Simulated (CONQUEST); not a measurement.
HgSe under changes of volume

One of the cells (28.067 Å³/atom); the others are scaled copies at fixed shape and fractional positions:

```
Hg Se
1.0
     4.29780    0.00000    0.00000
     0.00000    4.29780    0.00000
     0.00000    0.00000    6.07800
Hg Se
2 2
Direct
  0.00000 0.00000 0.00000
  0.50000 0.50000 0.50000
  0.00000 0.50000 0.25000
  0.50000 0.00000 0.75000
```

| Quantity | Value |
| --- | --- |
| Program | CONQUEST 1.3 |
| Functional | PBEsol |
| Potentials or basis | PseudoDojo NC PBEsol, DZP, grid of 48 × 48 × 60 points |
| k mesh | 6 × 6 × 5 |
| Occupations | fermi-dirac, width 0.05 eV |
| Spin | no spin polarisation |

```tsv
volume (Å³/atom)	energy over the lowest point (meV/atom)	pressure (GPa)
26.383	59.06	7.2
26.944	36.96	5.4
27.505	?	?
28.067	9.48	2.6
28.628	2.68	1.3
29.189	0.00	0.2
29.751	0.81	-0.7
```

Task: What does the run at 27.505 Å³/atom give?

Result: Energy over the lowest point 20.73 meV/atom; pressure 3.9 GPa.

Worked out: A Birch-Murnaghan fit of order 3 (a polynomial in V^(-2/3)) to the other rows has its minimum at 29.33 Å³/atom with B0 = V·E''(V) = 51 GPa and B' = 5.4. It gives 20.67 meV/atom at 27.505 Å³/atom, against the run's 20.73, and -dE/dV = 3.9 GPa, against 3.9.

Energies are extrapolated to zero smearing.

Caveats: the basis of atomic orbitals isn't converged, which shifts pressures, moduli and gaps; the real-space grid breaks the cell's symmetry a little (some runs).
